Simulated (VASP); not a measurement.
# W (Im-3m) in VASP: density of states with PBE

Aim: the density of states of W with PBE.

Everything below comes from runs of VASP 6.6.1. Logs are shortened: lines on timing, memory, paths and dates and some standing lists are left out, and cuts for length are marked.

### Step 1. The structure

Symmetry: Im-3m, No. 229, cubic system. The conventional cell has a = 3.186 Å, b = 3.186 Å, c = 3.186 Å, α = 90.00°, β = 90.00°, γ = 90.00°. Around W (site symmetry m-3m) lie 8 W at 2.76 Å.

### Step 2. Density of states, PBE

POSCAR

```
W                                       
1.0
   -1.5927820201      1.5927820201      1.5927820201
    1.5927820201     -1.5927820201      1.5927820201
    1.5927820201      1.5927820201     -1.5927820201
  W             
     1
Direct
     0.0000000000000000    0.0000000000000000    0.0000000000000000
```

INCAR.step1

```
PREC = Accurate
ENCUT = 700
EDIFF = 1E-7
ISMEAR = 0
SIGMA = 0.1
LREAL = False
LASPH = True
NELM = 100
ALGO = Fast
ISIF = 2
LWAVE = False
LCHARG = True
LMAXMIX = 4
GGA = PE
NBANDS = 13
```

KPOINTS.step1

```
regular mesh
0
Gamma
  18 18 18
```

INCAR.step2

```
PREC = Accurate
ENCUT = 700
EDIFF = 1E-7
ISMEAR = -5
SIGMA = 0.1
LREAL = False
LASPH = True
NELM = 100
ALGO = Fast
ISIF = 2
LWAVE = False
LCHARG = False
LMAXMIX = 4
GGA = PE
LORBIT = 11
NBANDS = 13
NEDOS = 2001
ICHARG = 11
```

KPOINTS.step2

```
regular mesh
0
Gamma
  27 27 27
```

Potentials or basis: VASP PAW PBE potentials, release 64 (W_sv).

Started as:

```sh
cat potpaw_PBE.64/W_sv/POTCAR > POTCAR
cp INCAR.step1 INCAR
cp KPOINTS.step1 KPOINTS
mpirun -np 1 vasp_std > vasp.out
cp INCAR.step2 INCAR
cp KPOINTS.step2 KPOINTS
mpirun -np 1 vasp_std > vasp.out
```

OUTCAR:

```text
PREC = Accurate
   ENCUT = 700
   EDIFF = 1E-7
   ISMEAR = -5
   LREAL = False
   LASPH = True
   NELM = 100
   ISIF = 2
   GGA = PE
   LORBIT = 11
   ICHARG = 11

 ion  position               nearest neighbor table
   1  0.000  0.000  0.000-

  LATTYP: Found a body centered cubic cell.
 ALAT       =     3.1855640402

  Lattice vectors:

 A1 = (  -1.5927820201,   1.5927820201,   1.5927820201)
 A2 = (   1.5927820201,  -1.5927820201,   1.5927820201)
 A3 = (   1.5927820201,   1.5927820201,  -1.5927820201)

Analysis of symmetry for initial positions (statically):
=====================================================================
 Subroutine PRICEL returns:
 Original cell was already a primitive cell.

 Routine SETGRP: Setting up the symmetry group for a
 body centered cubic supercell.

 Subroutine GETGRP returns: Found 48 space group operations
 (whereof 48 operations were pure point group operations)
 out of a pool of 48 trial point group operations.

The static configuration has the point symmetry O_h .

Analysis of symmetry for dynamics (positions and initial velocities):
=====================================================================
 Subroutine PRICEL returns:
 Original cell was already a primitive cell.

 Routine SETGRP: Setting up the symmetry group for a
 body centered cubic supercell.

 Subroutine GETGRP returns: Found 48 space group operations
 (whereof 48 operations were pure point group operations)
 out of a pool of 48 trial point group operations.

The dynamic configuration has the point symmetry O_h .

 Subroutine INISYM returns: Found 48 space group operations
 (whereof 48 operations are pure point group operations),
 and found     1 'primitive' translations

----------------------------------------------------------------------------------------

                                     Primitive cell

  volume of cell :      16.1633

  direct lattice vectors                    reciprocal lattice vectors
    -1.592782020  1.592782020  1.592782020     0.000000000  0.313916150  0.313916150
     1.592782020 -1.592782020  1.592782020     0.313916150  0.000000000  0.313916150
     1.592782020  1.592782020 -1.592782020     0.313916150  0.313916150  0.000000000

  length of vectors
     2.758779384  2.758779384  2.758779384     0.443944477  0.443944477  0.443944477

  position of ions in fractional coordinates (direct lattice)
     0.000000000  0.000000000  0.000000000

  ion indices of the primitive-cell ions
   primitive index   ion index
                 1           1

[... 89 lines left out ...]
   EFERMI_NEDOS =   21; number of points for ismear=-14 and -15
   IALGO  =     68    algorithm
   IMIX   =      4    mixing-type and parameters
     AMIX     =   0.40;   BMIX     =  1.00
     AMIX_MAG =   1.60;   BMIX_MAG =  1.00
  volume/ion in A,a.u.               =      16.16       109.08
  Fermi-wavevector in a.u.,A,eV,Ry     =   1.560539  2.948990 33.134004  2.435281
  Thomas-Fermi vector in A             =   2.663736
   LORBIT       =     11    0 simple, 1 ext, 2 COOP (PROOUT), +10 PAW based schemes
   GGA     = PE    functional components
   LHFCALC =     F    Hartree Fock is set to
   AEXX    =    0.0000 exact exchange contribution
   IVDW    =     0    specifies the selected vdW correction
   LEPSILON=     F    determine dielectric tensor
   LRPA    =     F    only Hartree local field effects (RPA)
 non-spin polarized calculation
 RMM-DIIS sequential band-by-band and
 Fermi weights with tetrahedron method with Bloechl corrections
  energy-cutoff  :      700.00
  volume of cell :       16.16
 maximum number of plane-waves:       696

 number of electron      14.0000002 magnetization

 Free energy of the ion-electron system (eV)
  ---------------------------------------------------
  ext. energy  EPLUGINS =         0.00000000
  ---------------------------------------------------
  free energy    TOTEN  =       -12.95509775 eV

  energy without entropy =      -12.95509775  energy(sigma->0) =      -12.95509775

 E-fermi :  11.1943     XC(G=0): -13.5300

 val. band max:       11.2553184050   @ k =   0.4444   0.0741   0.0370
 cond. band min:      11.1426747705   @ k =  -0.1481   0.1852   0.1111
 fundamental gap:     -0.1126436345
 Fermi energy:        11.1942698201

 k-point     1 :       0.0000    0.0000    0.0000
  band No.  band energies     occupation
      1     -63.0407      2.00000
      2     -26.6310      2.00000
      3     -26.6310      2.00000
      4     -26.6310      2.00000
      5       1.6348      2.00000
      6       9.9692      2.00000
      7       9.9692      2.00000
      8       9.9692      2.00000
      9      13.3811      0.00000
     10      13.3811      0.00000
     11      25.6358      0.00000
     12      25.6358      0.00000
     13      25.6358      0.00000
[... 354 lines left out ...]
  band No.  band energies     occupation
      1     -62.9316      2.00000
      2     -27.7034      2.00000
      3     -26.9844      2.00000
      4     -26.6433      2.00000
      5       5.0610      2.00000
      6       7.9162      2.00000
      7      10.3714      2.00134
      8      13.2763      0.00000
      9      14.0467      0.00000
     10      15.8044      0.00000
     11      23.3285      0.00000
     12      23.6837      0.00000
     13      29.6807      0.00000

 [... further k-points ...]

------------------------ aborting loop because EDIFF is reached ----------------------------------------

  FORCE on cell =-STRESS in cart. coord.  units (eV):
  Direction    XX          YY          ZZ          XY          YZ          ZX
  --------------------------------------------------------------------------------------
  -------------------------------------------------------------------------------------
  Total       -0.0426797     -0.0426797     -0.0426797      0.0000000     -0.0000000      0.0000000
  in kB       -4.2306135     -4.2306135     -4.2306135      0.0000000     -0.0000000      0.0000000
  external PRESSURE =      -4.2306135 kB  Pullay stress =       0.0000000 kB

 VOLUME and BASIS-vectors are now :
 -----------------------------------------------------------------------------
  energy-cutoff  :      700.00
  volume of cell :       16.16
      direct lattice vectors                 reciprocal lattice vectors
    -1.592782020  1.592782020  1.592782020     0.000000000  0.313916150  0.313916150
     1.592782020 -1.592782020  1.592782020     0.313916150  0.000000000  0.313916150
     1.592782020  1.592782020 -1.592782020     0.313916150  0.313916150  0.000000000

 POSITION                                       TOTAL-FORCE (eV/Angst)
 -----------------------------------------------------------------------------------
      0.00000      0.00000      0.00000         0.000000      0.000000     -0.000000
 -----------------------------------------------------------------------------------
    total drift:                                0.000000     -0.000000     -0.000000

  FREE ENERGIE OF THE ION-ELECTRON SYSTEM (eV)
  ---------------------------------------------------
  free  energy   TOTEN  =       -12.9550977519 eV

  energy  without entropy=      -12.9550977519  energy(sigma->0) =      -12.95509775

 total charge

# of ion       s       p       d       tot
------------------------------------------
    1        2.396   6.334   3.319  12.050
```

Run time: 1.9 min. Hardware: 1 thread of Intel Xeon Platinum 8488C (Sapphire Rapids), shared host; peak memory 0.32 GiB.

Results:

| Quantity | Value |
| --- | --- |
| Valence electrons inside the program's atomic spheres | W 12.05 |

States per cell in windows of 1 eV (zero at the Fermi level; states under -8 eV left out):
```
from (eV)  total  W1_d  W1_p  W1_s
     -8.0   0.11  0.00  0.01  0.04
     -7.0   0.30  0.06  0.02  0.09
     -6.0   0.73  0.30  0.03  0.12
     -5.0   0.89  0.47  0.05  0.07
     -4.0   1.13  0.76  0.06  0.01
     -3.0   1.28  0.83  0.09  0.02
     -2.0   1.11  0.68  0.11  0.02
     -1.0   0.40  0.23  0.05  0.01
      0.0   0.68  0.50  0.03  0.01
      1.0   1.02  0.82  0.02  0.01
      2.0   1.35  1.17  0.02  0.01
      3.0   1.28  1.05  0.05  0.04
      4.0   0.48  0.37  0.04  0.02
      5.0   0.33  0.24  0.03  0.01
      6.0   0.33  0.20  0.05  0.02
      7.0   0.33  0.15  0.05  0.06
```

Caveat: tetrahedron occupations give inexact forces and stress in metals.
